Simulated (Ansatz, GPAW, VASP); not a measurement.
# BN: 4 runs at one level of theory

```
CELL_PARAMETERS angstrom
0.00000 1.81300 1.81300
1.81300 0.00000 1.81300
1.81300 1.81300 0.00000
ATOMIC_POSITIONS crystal
N 0.25000 0.25000 0.25000
B 0.00000 0.00000 0.00000
```

The cell is a database's computed one, not the measured one.

Alike in all runs: task single point; functional PBE; k mesh 13 × 13 × 13; occupations gaussian, width 0.015 eV; no spin polarisation; no spin-orbit coupling. Pressure is positive in compression and, in plane waves, holds the error of the finite cutoff, which Ansatz's Pulay term estimates and takes out.

| program and potentials | plane-wave cutoff (eV) | notes | pressure (GPa) |
| --- | --- | --- | --- |
| Ansatz, Ansatz PAW | 420 | Pulay term of +1.05 GPa included | -0.40 |
| GPAW, GPAW PAW data sets (gpaw-data 1.2.1) | 800 | - | -1.60 |
| Ansatz, all-electron LAPW, scalar-relativistic | - | - | -0.41 |
| VASP, PBE PAW files B, N, 520 eV | 520 | - | -0.16 |

The pressure spans -1.60 (GPAW, GPAW PAW data sets (gpaw-data 1.2.1)) to -0.16 GPa (VASP, PBE PAW files B, N, 520 eV), with all-electron results at -0.41.

The functional is the same throughout but for its coding, so the spread measures potentials, basis and numerics; runs on potential files found faulty are left out.
